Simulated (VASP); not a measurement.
# In (I4/mmm) in VASP: further runs

One crystal, In, is run at these levels: PBEsol; tasks: single point, relaxation of cell and atoms.

All numbers are computed with VASP 6.6.1; they aren't measurements. Logs are shortened: lines on timing, memory, paths and dates and some standing lists are left out, and cuts for length are marked.

**1. The crystal as given**

The structure is tetragonal, space group I4/mmm (No. 139). Conventional cell: a = 3.390 Å, b = 3.390 Å, c = 4.785 Å, α = 90.00°, β = 90.00°, γ = 90.00°. Around In (site symmetry 4/mmm) lie 12 In at 3.39 Å.

**2. Single point, PBEsol (relaxed again under DFT PBEsol, scalar-relativistic, plane waves, PAW)**

INCAR reads:

```
PREC     = Accurate       # precision mode
ENCUT    = 520            # plane-wave cutoff, eV
EDIFF    = 1E-6           # SCF threshold, eV
ISMEAR   = 0              # smearing method
SIGMA    = 0.1            # smearing width, eV
LREAL    = False          # projectors in reciprocal space
LASPH    = True           # aspherical terms in the spheres
NELM     = 100            # most SCF steps
ALGO     = Fast           # electronic algorithm
ISIF     = 2              # what is computed and relaxed
LWAVE    = False          # write WAVECAR
LCHARG   = False          # write CHGCAR
GGA      = PS             # functional
NBANDS   = 12             # bands
```

KPOINTS reads:

```
Automatic mesh
0
Gamma
  18 18 18
```

POSCAR reads:

```
In
1.0
   -1.6546436198      1.6546436198      2.3369751325
    1.6546436198     -1.6546436198      2.3369751325
    1.6546436198      1.6546436198     -2.3369751325
In
1
Direct
    0.0000000000      0.0000000000      0.0000000000
```

Potentials or basis: VASP PAW PBE potentials, release 64 (In_d).

Started as:

```console
> cat potpaw_PBE.64/In_d/POTCAR > POTCAR
> mpirun -np 1 vasp_std > vasp.out
```

OUTCAR:

```text
PREC = Accurate
   ENCUT = 520
   EDIFF = 1E-6
   ISMEAR = 0
   LREAL = False
   LASPH = True
   NELM = 100
   ISIF = 2
   GGA = PS

 ion  position               nearest neighbor table
   1  0.000  0.000  0.000-

  LATTYP: Found a body centered tetragonal cell.
 ALAT       =     3.3092872396
 C/A-ratio  =     1.4123737006

  Lattice vectors:

 A1 = (  -1.6546436198,   1.6546436198,   2.3369751325)
 A2 = (   1.6546436198,  -1.6546436198,   2.3369751325)
 A3 = (   1.6546436198,   1.6546436198,  -2.3369751325)

Analysis of symmetry for initial positions (statically):
=====================================================================
 Subroutine PRICEL returns:
 Original cell was already a primitive cell.

 Routine SETGRP: Setting up the symmetry group for a
 body centered tetragonal supercell.

 Subroutine GETGRP returns: Found 16 space group operations
 (whereof 16 operations were pure point group operations)
 out of a pool of 16 trial point group operations.

The static configuration has the point symmetry D_4h.

Analysis of symmetry for dynamics (positions and initial velocities):
=====================================================================
 Subroutine PRICEL returns:
 Original cell was already a primitive cell.

 Routine SETGRP: Setting up the symmetry group for a
 body centered tetragonal supercell.

 Subroutine GETGRP returns: Found 16 space group operations
 (whereof 16 operations were pure point group operations)
 out of a pool of 16 trial point group operations.

The dynamic configuration has the point symmetry D_4h.

 Subroutine INISYM returns: Found 16 space group operations
 (whereof 16 operations are pure point group operations),
 and found     1 'primitive' translations

----------------------------------------------------------------------------------------

                                     Primitive cell

  volume of cell :      25.5931

  direct lattice vectors                    reciprocal lattice vectors
    -1.654643620  1.654643620  2.336975133     0.000000000  0.302179874  0.213951785
     1.654643620 -1.654643620  2.336975133     0.302179874  0.000000000  0.213951785
     1.654643620  1.654643620 -2.336975133     0.302179874  0.302179874  0.000000000

  length of vectors
     3.307135284  3.307135284  3.307135284     0.370254024  0.370254024  0.427346876

  position of ions in fractional coordinates (direct lattice)
     0.000000000  0.000000000  0.000000000

  ion indices of the primitive-cell ions
   primitive index   ion index
                 1           1

----------------------------------------------------------------------------------------

 KPOINTS: Automatic mesh

Automatic generation of k-mesh.
 Grid dimensions read from file:
 generate k-points for:   18   18   18

 Generating k-lattice:

  Cartesian coordinates                     Fractional coordinates (reciprocal lattice)
     0.000000000  0.016787771  0.011886210     0.055555556  0.000000000 -0.000000000
     0.016787771  0.000000000  0.011886210     0.000000000  0.055555556 -0.000000000
     0.016787771  0.016787771  0.000000000     0.000000000  0.000000000  0.055555556

  Length of vectors
     0.020569668  0.020569668  0.023741493

  Shift w.r.t. Gamma in fractional coordinates (k-lattice)
     0.000000000  0.000000000  0.000000000

 Subroutine IBZKPT returns following result:
 ===========================================

 Found    480 irreducible k-points:

 Following reciprocal coordinates:
            Coordinates               Weight
  0.000000  0.000000  0.000000      1.000000
  0.055556  0.000000 -0.000000      8.000000
  0.111111  0.000000 -0.000000      8.000000
  0.166667  0.000000 -0.000000      8.000000
  0.222222  0.000000 -0.000000      8.000000
  0.277778  0.000000 -0.000000      8.000000
[... 16 lines left out ...]
 -0.277778  0.055556  0.000000     16.000000
 -0.222222  0.055556  0.000000     16.000000
 [... further k-points ...]
   k-points           NKPTS =    480   k-points in BZ     NKDIM =    480   number of bands    NBANDS=     12
   number of dos      NEDOS =    301   number of ions     NIONS =      1
   total plane-waves  NPLWV =  21952
   dimension x,y,z NGX =    28 NGY =   28 NGZ =   28
   dimension x,y,z NGXF=    56 NGYF=   56 NGZF=   56
   ions per type =               1
   NGX,Y,Z   is equivalent  to a cutoff of  14.08, 14.08, 14.08 a.u.
   NGXF,Y,Z  is equivalent  to a cutoff of  28.15, 28.15, 28.15 a.u.
 SYSTEM =  unknown system
   PREC   = accura    normal or accurate (medium, high low for compatibility)
   ISTART =      0    job   : 0-new  1-cont  2-samecut
   ICHARG =      2    charge: 1-file 2-atom 10-const
   ISPIN  =      1    spin polarized calculation?
   LNONCOLLINEAR =      F non collinear calculations
   LSORBIT =      F    spin-orbit coupling
   LASPH  =      T    aspherical Exc in radial PAW
   ENCUT  =  520.0 eV  38.22 Ry    6.18 a.u.   6.15  6.15  6.15*2*pi/ulx,y,z
   NELM   =    100;   NELMIN=  2; NELMDL= -5     # of ELM steps
   EDIFF  = 0.1E-05   stopping-criterion for ELM
   LREAL  =      F    real-space projection
   EDIFFG = 0.1E-04   stopping-criterion for IOM
   NSW    =      0    number of steps for IOM
   IBRION =     -1    ionic relax: 0-MD 1-quasi-New 2-CG
   NFREE  =      0    steps in history (QN), initial steepest desc. (CG)
   ISIF   =      2    stress and relaxation
   ISYM   =      2    0-nonsym 1-usesym 2-fastsym
   POTIM  = 0.5000    time-step for ionic-motion
   TEBEG  =    0.0;   TEEND  =   0.0 temperature during run
   PSTRESS=    0.0 pullay stress
   NELECT =      13.0000    total number of electrons
   NUPDOWN=      -1.0000    fix difference up-down
   EMIN   =  10.00;   EMAX   =-10.00  energy-range for DOS
   EFERMI =   0.00;   METHOD = LEGACY
   ISMEAR =     0;   SIGMA  =   0.10  broadening in eV -4-tet -1-fermi 0-gaus
   EFERMI_NEDOS =   21; number of points for ismear=-14 and -15
   IALGO  =     68    algorithm
   IMIX   =      4    mixing-type and parameters
     AMIX     =   0.40;   BMIX     =  1.00
     AMIX_MAG =   1.60;   BMIX_MAG =  1.00
  volume/ion in A,a.u.               =      25.59       172.71
  Fermi-wavevector in a.u.,A,eV,Ry     =   1.306216  2.468390 23.214257  1.706200
  Thomas-Fermi vector in A             =   2.437033
   LORBIT       =      0    0 simple, 1 ext, 2 COOP (PROOUT), +10 PAW based schemes
   GGA     = PS    functional components
   LHFCALC =     F    Hartree Fock is set to
   AEXX    =    0.0000 exact exchange contribution
   IVDW    =     0    specifies the selected vdW correction
   LEPSILON=     F    determine dielectric tensor
   LRPA    =     F    only Hartree local field effects (RPA)
 non-spin polarized calculation
 RMM-DIIS sequential band-by-band and
 Gauss-broadening in eV      SIGMA  =   0.10
  energy-cutoff  :      520.00
  volume of cell :       25.59
 maximum number of plane-waves:       702
 NGX is ok and might be reduce to    28
   NGX = 13   NGY = 13   NGZ = 13

 number of electron      13.0000002 magnetization

 Free energy of the ion-electron system (eV)
  ---------------------------------------------------
  ext. energy  EPLUGINS =         0.00000000
  ---------------------------------------------------
  free energy    TOTEN  =        -2.98638231 eV

  energy without entropy =       -2.98414678  energy(sigma->0) =       -2.98526455

 E-fermi :   7.6115     XC(G=0): -10.5104

 val. band max:        7.6090533059   @ k =   0.2778   0.2778   0.1111
 cond. band min:       7.6173758315   @ k =  -0.3333  -0.4444   0.2222
 fundamental gap:      0.0083225257
 Fermi energy:         7.6115245726

 k-point     1 :       0.0000    0.0000    0.0000
  band No.  band energies     occupation
      1      -6.9592      2.00000
      2      -6.9592      2.00000
      3      -6.9575      2.00000
      4      -6.7751      2.00000
      5      -6.7731      2.00000
      6      -2.1111      2.00000
      7      18.3533      0.00000
      8      18.3567      0.00000
      9      18.3567      0.00000
     10      19.1791      0.00000
     11      21.7824      0.00000
     12      21.7839      0.00000

 k-point     2 :       0.0556    0.0000   -0.0000
  band No.  band energies     occupation
      1      -6.9597      2.00000
      2      -6.9534      2.00000
      3      -6.9521      2.00000
      4      -6.7759      2.00000
      5      -6.7739      2.00000
      6      -2.0425      2.00000
      7      17.4020      0.00000
      8      18.2252      0.00000
      9      18.2260      0.00000
     10      19.0533      0.00000
     11      22.0019      0.00000
     12      22.0037      0.00000

 k-point     3 :       0.1111    0.0000   -0.0000
  band No.  band energies     occupation
      1      -6.9631      2.00000
      2      -6.9383      2.00000
      3      -6.9371      2.00000
      4      -6.7763      2.00000
      5      -6.7746      2.00000
      6      -1.8354      2.00000
      7      15.5623      0.00000
      8      17.9096      0.00000
      9      17.9123      0.00000
     10      18.9939      0.00000
     11      22.5797      0.00000
     12      22.5859      0.00000

 k-point     4 :       0.1667    0.0000   -0.0000
  band No.  band energies     occupation
      1      -6.9700      2.00000
      2      -6.9217      2.00000
      3      -6.9205      2.00000
      4      -6.7702      2.00000
      5      -6.7688      2.00000
      6      -1.4871      2.00000
      7      13.6129      0.00000
      8      17.5267      0.00000
      9      17.5335      0.00000
     10      18.9415      0.00000
     11      22.6935      0.00000
     12      23.1194      0.00000

 k-point     5 :       0.2222    0.0000   -0.0000
  band No.  band energies     occupation
      1      -6.9808      2.00000
      2      -6.9139      2.00000
      3      -6.9125      2.00000
      4      -6.7497      2.00000
      5      -6.7488      2.00000
      6      -0.9947      2.00000
      7      11.7042      0.00000
      8      17.1486      0.00000
      9      17.1598      0.00000
     10      18.8727      0.00000
     11      22.1755      0.00000
     12      22.3036      0.00000
[... 228 lines left out ...]
      1      -7.0158      2.00000
      2      -6.9380      2.00000
      3      -6.9228      2.00000
      4      -6.6756      2.00000
      5      -6.6353      2.00000
      6       1.0894      2.00000
      7       7.1413      2.00000
      8      15.7274      0.00000
      9      16.2190      0.00000
     10      18.1615      0.00000
     11      21.0152      0.00000
     12      21.4665      0.00000

 k-point    22 :      -0.3333    0.0556    0.0000
  band No.  band energies     occupation
      1      -7.0043      2.00000
      2      -6.9252      2.00000
      3      -6.9115      2.00000
      4      -6.7158      2.00000
      5      -6.6680      2.00000
      6       0.2117      2.00000
      7       8.7785      0.00000
      8      15.8359      0.00000
      9      16.6007      0.00000
     10      18.4662      0.00000
     11      20.9393      0.00000
     12      22.0537      0.00000

 k-point    23 :      -0.2778    0.0556    0.0000
  band No.  band energies     occupation
      1      -6.9927      2.00000
      2      -6.9135      2.00000
      3      -6.9029      2.00000
      4      -6.7551      2.00000
      5      -6.7048      2.00000
      6      -0.5235      2.00000
      7      10.5312      0.00000
      8      16.0539      0.00000
      9      16.9689      0.00000
     10      18.8962      0.00000
     11      20.9145      0.00000
     12      22.5678      0.00000

 k-point    24 :      -0.2222    0.0556    0.0000
  band No.  band energies     occupation
      1      -6.9831      2.00000
      2      -6.9097      2.00000
      3      -6.9026      2.00000
      4      -6.7833      2.00000
      5      -6.7365      2.00000
      6      -1.1133      2.00000
      7      12.3829      0.00000
      8      16.3724      0.00000
      9      17.3160      0.00000
     10      19.2688      0.00000
     11      21.0346      0.00000
     12      22.6853      0.00000

 [... further k-points ...]

------------------------ aborting loop because EDIFF is reached ----------------------------------------

  FORCE on cell =-STRESS in cart. coord.  units (eV):
  Direction    XX          YY          ZZ          XY          YZ          ZX
  --------------------------------------------------------------------------------------
  -------------------------------------------------------------------------------------
  Total       -0.0065291     -0.0065291     -0.0042824      0.0000000      0.0000000      0.0000000
  in kB       -0.4087314     -0.4087314     -0.2680882      0.0000000      0.0000000      0.0000000
  external PRESSURE =      -0.3618503 kB  Pullay stress =       0.0000000 kB

 VOLUME and BASIS-vectors are now :
 -----------------------------------------------------------------------------
  energy-cutoff  :      520.00
  volume of cell :       25.59
      direct lattice vectors                 reciprocal lattice vectors
    -1.654643620  1.654643620  2.336975133     0.000000000  0.302179874  0.213951785
     1.654643620 -1.654643620  2.336975133     0.302179874  0.000000000  0.213951785
     1.654643620  1.654643620 -2.336975133     0.302179874  0.302179874  0.000000000

 POSITION                                       TOTAL-FORCE (eV/Angst)
 -----------------------------------------------------------------------------------
      0.00000      0.00000      0.00000         0.000000      0.000000      0.000000
 -----------------------------------------------------------------------------------
    total drift:                               -0.000000     -0.000000     -0.000000

  FREE ENERGIE OF THE ION-ELECTRON SYSTEM (eV)
  ---------------------------------------------------
  free  energy   TOTEN  =        -2.9863823090 eV

  energy  without entropy=       -2.9841467848  energy(sigma->0) =       -2.98526455
```

Run time: 76 s. Hardware: 1 thread of Intel Xeon 6975P-C (Granite Rapids), shared host; peak memory 0.26 GiB.

Results:

| Item | Value |
| --- | --- |
| Free energy | -2.9864 eV |
| Pressure | 0.0 GPa |
| Band gap on the k mesh | none (metal or under the smearing width) |

Caveat: the PAW data sets were made with another functional, which shifts forces and pressure a little.

**3. Relaxation of cell and atoms, PBEsol**

INCAR reads:

```
ALGO = Fast
EDIFF = 1E-6
EDIFFG = -0.005
ENCUT = 600
GGA = PS
IBRION = 2
ISIF = 3
ISMEAR = 0
LASPH = T
LCHARG = F
LREAL = F
LWAVE = F
NELM = 100
NSW = 70
PREC = Accurate
SIGMA = 0.1
```

KPOINTS reads:

```
k-points
0
Gamma
  18 18 18
```

POSCAR reads:

```
In
1.0
   -1.6950972428      1.6950972428      2.3922503790
    1.6950972428     -1.6950972428      2.3922503790
    1.6950972428      1.6950972428     -2.3922503790
In
1
Direct
    0.0000000000      0.0000000000      0.0000000000
```

Potentials or basis: VASP PAW PBE potentials, release 64 (In_d).

Started as:

```console
> cat potpaw_PBE.64/In_d/POTCAR > POTCAR
> mpirun -np 1 vasp_std > vasp.out
```

It took 4.1 min on 1 thread of Intel Xeon 6975P-C (Granite Rapids), shared host; peak memory 0.32 GiB.

It converged, with:

```yaml
Free_energy: -2.9868 eV
Relaxed_volume: 25.60 Å³/atom
Relaxed_cell: a = 3.308 Å, b = 3.308 Å, c = 3.308 Å, α = 119.98°, β = 119.98°, γ = 90.03°
Space_group_after_relaxing_to_0.05_Å: Fm-3m (No. 225)
Energy_gained_by_relaxing: 17.1 meV/atom
Ionic_steps: 6
Pressure_after_relaxing: 0.0 GPa
Band_gap_on_the_k_mesh: none (metal or under the smearing width)
```

Step by step:
| step | energy change (eV) | largest force (eV/Å) | pressure (GPa) | volume (Å³) |
| --- | --- | --- | --- | --- |
| 1 | 0.0000 | 0.0000 | -2.66 | 27.50 |
| 2 | -0.0170 | 0.0000 | 0.10 | 25.72 |
| 3 | -0.0170 | 0.0000 | -0.27 | 25.76 |
| 4 | -0.0170 | 0.0000 | -0.22 | 25.74 |
| 5 | -0.0170 | 0.0000 | -0.13 | 25.70 |
| 6 | -0.0171 | 0.0000 | 0.01 | 25.60 |

Final structure:
```
In
1.0
    -1.65441    1.65441    2.33857
     1.65441   -1.65441    2.33857
     1.65441    1.65441   -2.33857
In
1
Direct
  0.00000 0.00000 0.00000
```

Levels at points of the mesh, in eV from the Fermi level:
```tsv
k point	band 2	band 3	band 4	band 5	band 6	band 7	band 8	band 9	band 10
(0.00, 0.00, 0.00)	-14.57	-14.57	-14.38	-14.38	-9.72	10.74	10.74	10.74	11.57
(0.50, 0.00, 0.00)	-14.56	-14.56	-14.22	-14.22	-4.35	-3.50	8.54	8.55	10.87
(0.50, 0.50, 0.00)	-14.71	-14.23	-14.18	-14.18	-2.30	-2.07	4.06	4.06	7.48
(0.50, 0.50, 0.50)	-14.71	-14.23	-14.18	-14.18	-2.30	-2.06	4.06	4.06	7.48
```

Caveat: the PAW data sets were made with another functional, which shifts forces and pressure a little.
